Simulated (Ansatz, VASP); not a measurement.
**Two plane-wave programs on Na**

The input INCAR:

```
SYSTEM = Na
PREC = Accurate ; ENCUT = 520
EDIFF = 1E-6 ; ISMEAR = -1
SIGMA = 0.08 ; LREAL = .False.
LASPH = .True. ; NELM = 100
ALGO = Fast ; ISIF = 2
LWAVE = .False. ; LCHARG = .False.
GGA = PE ; NBANDS = 18
```

The input KPOINTS:

```
regular mesh
0
Gamma
  6 6 8
  0 0 0
```

POSCAR

```
Na
1.0
    4.6101509570      0.0000000000      0.0000000000
   -2.3050754785      3.9925078441      0.0000000000
    0.0000000000      0.0000000000      2.7360967008
Na
3
Direct
    0.0000000000      0.0000000000      0.0000000000
    0.3333333333      0.6666666667      0.5000000000
    0.6666666667      0.3333333333      0.5000000000
```

Input for Ansatz:

```yaml
crystal:
  lattice:
    - [4.610150957, 0.0, 0.0]
    - [-2.3050754785, 3.9925078441, 0.0]
    - [0.0, 0.0, 2.7360967008]
  atoms:
    - { symbol: Na, position: [0.0, 0.0, 0.0] }
    - { symbol: Na, position: [0.3333333333, 0.6666666667, 0.5] }
    - { symbol: Na, position: [0.6666666667, 0.3333333333, 0.5] }
kpoints:
  mp_grid: { grid: [6, 6, 8] }
scf:
  occupations: { method: fermi_dirac, width: 0.08 }
hamiltonian:
  xc: pbe
  pseudopotentials: { kind: paw, level: accurate }
output:
  forces: true
  stress: true
  eigenvalues: true
```

Alike in both runs: task single point; functional PBE; k mesh 6 × 6 × 8; occupations fermi-dirac, width 0.08 eV; no spin polarisation.

|  | VASP | Ansatz |
| --- | --- | --- |
| version | VASP 6.6.1 | Ansatz 0.2.0 |
| potentials or method | VASP PAW PBE potentials, release 64 (Na_pv) | PAW with other files of Ansatz's library (level accurate), scalar-relativistic |
| plane-wave cutoff (eV) | 520 | 760 |
| valence electrons in the cell | 21 | 27 |

```csv
,VASP,Ansatz,Ansatz less VASP
pressure (GPa),27.0,27.0,-0.05
largest component of the traceless stress (GPa),0.62,0.63,+0.004
```

With one functional, cell and mesh, what is left measures potentials, basis and numerics. The two sets of potentials don't hold the same shells in valence.

Caveats: so large a pressure means that the cell lies far from this level's equilibrium, or that cutoff or potentials fall short (VASP).
